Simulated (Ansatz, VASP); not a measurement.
Pt: VASP beside Ansatz

```
CELL_PARAMETERS angstrom
0.00000 1.98364 1.98364
1.98364 0.00000 1.98364
1.98364 1.98364 0.00000
ATOMIC_POSITIONS crystal
Pt 0.00000 0.00000 0.00000
```

Alike in both runs: task relaxation of cell and atoms; functional PBE; k mesh 18 × 18 × 18; occupations gaussian, width 0.1 eV; no spin polarisation.

```csv
,VASP,Ansatz
version,VASP 6.6.1,Ansatz 0.2.0
potentials or method,"VASP PAW PBE potentials, release 64 (Pt)","scalar-relativistic, plane waves, PAW"
plane-wave cutoff (eV),600,420
valence electrons in the cell,10,18
```

Ansatz gave:

```
gap on the k mesh at the Fermi level, each at its own relaxed structure (eV) : none
relaxed volume (Å³/atom)                                                     : 15.64
relaxed cell length with the largest relative difference (Å)                 : 2.807
```

What did VASP give for the same quantities?

gap on the k mesh at the Fermi level, each at its own relaxed structure (eV): none; relaxed volume (Å³/atom): 15.62; relaxed cell length with the largest relative difference (Å): 2.806.

A gap of «none» marks a metal or a gap that the smearing closes. The two sets of potentials don't hold the same shells in valence.

Spin-orbit coupling is left out, which matters for the levels of Pt.
